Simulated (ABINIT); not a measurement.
An input for ABINIT 10.8.3 (AgBr (Bromargyrite)):

```
acell 3*1.0 Angstrom
rprim 
  0.000000000000 2.887250000000 2.887250000000
  2.887250000000 0.000000000000 2.887250000000
  2.887250000000 2.887250000000 0.000000000000
ntypat 2
znucl 47 35
natom 2
typat 1 2
xred 
  0.000000000000 0.000000000000 0.000000000000
  0.500000000000 0.500000000000 0.500000000000
pp_dirpath "pseudos"
pseudos "Ag.upf, Br.upf"
ecut 37
ngkpt 4 4 4
nshiftk 1
shiftk 0 0 0
kptopt 1
chksymbreak 0
istwfk *1
occopt 1
irdwfk 1
optdriver 4
nband 77
gwcalctyp 0
ecutsigx 37
symsigma 0
nkptgw 2
kptgw 
  0.5000000000 0.0000000000 0.0000000000
  0.0000000000 0.0000000000 0.0000000000
bdgw 
  12 15
  11 17
ecuteps 5
irdscr 1
ppmodel 1
indata_prefix "in"
outdata_prefix "out"
tmpdata_prefix "tmp"
```

```sh
OMP_NUM_THREADS=1 mpirun -n 8 abinit run.abi > log
```

Q: Estimate wall time and host memory on 8 MPI ranks of Arm Neoverse V1, shared host.

It took 16 s; on shared hardware allow 8.2 s to 33 s. Peak host memory was 1.3 GiB.

[Paths, hosts, dates, memory and timing lines, banners, echoed tables and standing remarks are left out of the program output.]

[Logs are printed without paths, hosts, clocks, repeated set-up lines and the standing remarks that a program may print on its own settings, such as how far it seeks lower states.]

[Runs of the session that timed out or met a known fault of the program may be left out.]

[Hosts, paths, dates, database ids (printed as entryN), source tags and the programs' standing remarks are cut or masked in the printed files.]

[G0W0 gaps are taken among the corrected bands and points alone; a level outside them can change the order at an edge.]

[Where Ansatz stands beside ABINIT at settings called matched, ABINIT's density can come from a denser mesh and the files from another edition; pairs whose starting gaps differed by over 0.03 eV were left out, so agreement reads better than it is.]
